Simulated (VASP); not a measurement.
Wanted: the native input for a VASP 6.6.1 run.

```yaml
Task: single point
Functional: PBEsol
Potentials_or_basis: VASP PAW PBE potentials, release 64 (K_sv, Cl)
Cutoff: 700 eV
k_mesh: 6 × 6 × 6
Occupations: gaussian, width 0.02 eV
Spin: no spin polarisation
Further_INCAR_settings: ALGO = Normal; EDIFF = 1e-06
```

The structure of KCl lies in POSCAR:

```
KCl
1.0
    0.0000000000      3.1274400000      3.1274400000
    3.1274400000      0.0000000000      3.1274400000
    3.1274400000      3.1274400000      0.0000000000
K Cl
1 1
Direct
    0.0000000000      0.0000000000      0.0000000000
    0.5000000000      0.5000000000      0.5000000000
```

One way to write it, as run:

INCAR

```
  ALGO = Normal
  EDIFF = 1E-6
  ENCUT = 700
  GGA = PS
  ISIF = 2
  ISMEAR = 0
  LASPH = T
  LCHARG = F
  LREAL = F
  LWAVE = F
  NELM = 80
  PREC = Accurate
  SIGMA = 0.02
```

KPOINTS

```
k-points
0
Gamma
  6 6 6
```

Potentials or basis: VASP PAW PBE potentials, release 64 (K_sv, Cl).

Run with:

```bash
$ cat potpaw_PBE.64/K_sv/POTCAR potpaw_PBE.64/Cl/POTCAR > POTCAR
$ mpirun -np 1 vasp_std > vasp.out
```

Results of the run:

| Item | Value |
| --- | --- |
| Pressure | 0.0 GPa |
| Band gap on the k mesh | 5.08 eV, direct |

Caveat: the PAW data sets were made with another functional, which shifts forces and pressure a little.

It took 34 s on 1 thread of Intel(R) Xeon(R) Platinum 8375C CPU @ 2.90GHz (Ice Lake) (shared host), peak memory 0.24 GiB.
